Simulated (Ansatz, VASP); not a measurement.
## Two plane-wave programs on W

The input INCAR:

```
  PREC = Accurate
  ENCUT = 520
  EDIFF = 1E-8
  ISMEAR = -1
  SIGMA = 0.05
  LREAL = F
  LASPH = T
  NELM = 100
  ALGO = Normal
  ISIF = 2
  LWAVE = F
  LCHARG = F
  LEFG = T
  NBANDS = 13
```

The input KPOINTS:

```
regular mesh
0
Gamma
  14 14 14
```

Contents of POSCAR:

```
W
1.0
    0.0000000000      1.9955865722      1.9955865722
    1.9955865722      0.0000000000      1.9955865722
    1.9955865722      1.9955865722      0.0000000000
W
1
Direct
    0.0000000000      0.0000000000      0.0000000000
```

Input for Ansatz:

```yaml
crystal:
  lattice:
    - [0.0, 1.9955865722, 1.9955865722]
    - [1.9955865722, 0.0, 1.9955865722]
    - [1.9955865722, 1.9955865722, 0.0]
  atoms:
    - { symbol: W, position: [0.0, 0.0, 0.0] }
kpoints:
  mp_grid: { grid: [14, 14, 14] }
scf:
  occupations: { method: fermi_dirac, width: 0.05 }
hamiltonian:
  xc: lda
  pseudopotentials: { kind: paw }
output:
  forces: true
  stress: true
  eigenvalues: true
  efg: { contact_densities: true }
  write_density: true
  write_potential: true
  elf: true
  volumetric_format: npy
```

Change from the starting cell: volume scaled by 0.95, PAW files.

Alike in both runs: task electric field gradients; functional LDA; k mesh 14 × 14 × 14; occupations fermi-dirac, width 0.05 eV; no spin polarisation.

```csv
,VASP,Ansatz
version,VASP 6.6.1,Ansatz 0.2.0
potentials or method,"VASP PAW LDA potentials, release 64 (W_sv)","PAW with Ansatz's default frozen-core files, scalar-relativistic"
plane-wave cutoff (eV),520,420
valence electrons in the cell,14,14
```

```csv
,VASP,Ansatz,Ansatz less VASP
pressure (GPa),-2.3,-4.0,-1.74
Vzz of the field gradient on the site that differs most (V/Å²),0.0,0.0,0.00
```

Ansatz warned: «gradients_without_spin_orbit».

The runs have no spin-orbit coupling, so splittings on W are missing.
